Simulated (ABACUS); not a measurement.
ZnSe (Stilleite):

```
Se Zn
1.0
     0.00000    2.83380    2.83380
     2.83380    0.00000    2.83380
     2.83380    2.83380    0.00000
Se Zn
1 1
Direct
  0.75000 0.75000 0.75000
  0.00000 0.00000 0.00000
```

Base run:

- Program: ABACUS 3.10.1
- Functional: revTPSS
- Potentials or basis: SG15 ONCV 1.2 PBE
- Cutoff: 1374 eV
- Density cutoff: 5497 eV
- Basis: plane waves
- k mesh: 5 × 5 × 5
- Occupations: fermi-dirac, width 0.05 eV
- Spin: no spin polarisation

Its results: band gap on the k mesh 1.44 eV, direct; pressure 1.1 GPa.

Problem. The run is repeated on the same cell with these changes: functional from revTPSS to TM. What comes out?

Solution. Band gap on the k mesh 1.47 eV, direct; pressure -0.2 GPa.

Caveats: the potentials were made for another functional, which shifts forces and pressure; an odd mesh through Γ misses points on the zone boundary, where band edges often lie.

Not every run made on this cell is shown here.
